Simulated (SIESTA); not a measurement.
Set up this calculation in SIESTA 5.4.2, as the native input.

```
Task                : single point
Functional          : PBE
Potentials or basis : PseudoDojo 0.4 standard (PBE files)
Basis               : DZP (energy shift 0.003 Ry)
Grid cutoff         : 500 Ry
Energy shift        : 0.003 Ry
k mesh              : 11 × 11 × 11
Occupations         : fermi-dirac, width 0.05 eV
Spin                : no spin polarisation
```

The system is Al.

```xyz
1
Lattice="-0.0205 1.9707 2.0438 2.0027 0.0100 2.0134 2.0593 1.9969 -0.0467" Properties=species:S:1:pos:R:3 pbc="T T T"
Al    0.0000    0.0000    0.0000
```

The input as run:

Al.fdf

```
SystemName                      Al
SystemLabel                     Al
NumberOfSpecies                 1
NumberOfAtoms                   1
%block ChemicalSpeciesLabel
  1  13 Al
%endblock ChemicalSpeciesLabel

LatticeConstant                 1.0 Ang
%block LatticeVectors
    -0.0204552100     1.9706540500     2.0438328400
     2.0026569100     0.0099662700     2.0134113600
     2.0592944800     1.9968701300    -0.0466712900
%endblock LatticeVectors
AtomicCoordinatesFormat         Ang
%block AtomicCoordinatesAndAtomicSpecies
     0.0000000000     0.0000000000     0.0000000000  1
%endblock AtomicCoordinatesAndAtomicSpecies

%block kgrid.MonkhorstPack
   11   0   0  0.0
    0  11   0  0.0
    0   0  11  0.0
%endblock kgrid.MonkhorstPack
XC.Functional                   GGA
XC.Authors                      PBE
PAO.BasisSize                   DZP
PAO.EnergyShift                 0.003 Ry
Mesh.Cutoff                     500 Ry
OccupationFunction              FD
ElectronicTemperature           0.05 eV
MaxSCFIterations                120
SCF.MustConverge                false
SCF.Mixer.Method                Pulay
SCF.Mixer.Weight                0.25
SCF.Mixer.History               8
SCF.DM.Tolerance                5.0e-05
SCF.H.Tolerance                 1.0e-03 eV
WriteForces                     true
Charge.Mulliken                 end
Charge.Hirshfeld                end
Charge.Voronoi                  end
SaveRho                         true
SaveElectrostaticPotential      true
```

Potentials or basis: PseudoDojo 0.4 standard (PBE files), DZP (energy shift 0.003 Ry).

Run with:

```sh
$ siesta < Al.fdf > Al.out 2>&1
```

Results of the run:

The pressure is -0.1 GPa. The band gap on the k mesh is none (metal or under the smearing width).

Caveat: the basis of atomic orbitals isn't converged, which shifts pressures, moduli and gaps.

It took 27 s on 1 thread of Intel(R) Xeon(R) 6975P-C (Granite Rapids), with other jobs on the host, peak memory 0.23 GiB.
